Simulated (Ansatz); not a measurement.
# How settings move the results for Ir

```
CELL_PARAMETERS angstrom
0.00000 1.91970 1.91970
1.91970 0.00000 1.91970
1.91970 1.91970 0.00000
ATOMIC_POSITIONS crystal
Ir 0.00000 0.00000 0.00000
```

The cell comes from COD entry 9008470, which wasn't checked; take it as a given geometry.

No spin–orbit coupling, which matters for the heavy atoms here.

Method: Ansatz 0.2.0, DFT, PBE, all-electron LAPW, scalar-relativistic.

Sampling and basis: a Γ-centred 15×15×15 k mesh, Fermi–Dirac smearing of 0.05 eV, basis error target 0.5 meV/atom, no spin polarisation. One setting is then changed at a time.

```
LAPW cutoff (eV)  free energy less the base's (meV/atom)  P (GPa)
      305 (base)                                     0.0     8.85
             120                                       ?        ?
             220                                     1.5     8.87
             260                                     0.3     8.85
             400                                    -0.1     8.84
```

Q: Fill in "free energy less the base's (meV/atom)" for the row "120".

A: 112.

Q: What belongs in the row "120", column "P (GPa)"?

A: 10.30.
